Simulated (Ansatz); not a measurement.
# Na: clamped-ion strain scan

These are results of DFT PBE, scalar-relativistic, plane waves, PAW (Ansatz 0.2.0), not measurements. Cutoff 420 eV, Γ-centred 16×16×16 k-points, Gaussian smearing of 0.15 eV. No spin polarisation. Energies are free energies at this smearing, counted from the undisturbed cell; pressure is positive in compression.

Zero of the scan (as given, not relaxed at this level; it stands at -0.2 GPa):

```
CELL_PARAMETERS angstrom
-2.11750 2.11750 2.11750
2.11750 -2.11750 2.11750
2.11750 2.11750 -2.11750
ATOMIC_POSITIONS crystal
Na 0.00000 0.00000 0.00000
```

The cell is strained by ε times the Voigt pattern (0, 1, 0, 0, 0, 0) (xx, yy, zz, yz, xz, xy; engineering shear) with fractional coordinates fixed. The cell is metallic on the mesh throughout.

```
      ε  ΔE (meV/atom)
-0.0200           -0.6
-0.0150           -0.5
-0.0100           -0.4
-0.0050           -0.2
 0.0000            0.0
 0.0050            0.3
 0.0100            0.6
 0.0150            0.9
 0.0175            1.1
 0.0200            1.3
```

Task: Predict the pressure (GPa) at each point.

Result:
| ε | pressure (GPa) |
| --- | --- |
| -0.0200 | -0.1 |
| -0.0150 | -0.1 |
| -0.0100 | -0.1 |
| -0.0050 | -0.2 |
| 0.0000 | -0.2 |
| 0.0050 | -0.2 |
| 0.0100 | -0.3 |
| 0.0150 | -0.3 |
| 0.0175 | -0.3 |
| 0.0200 | -0.3 |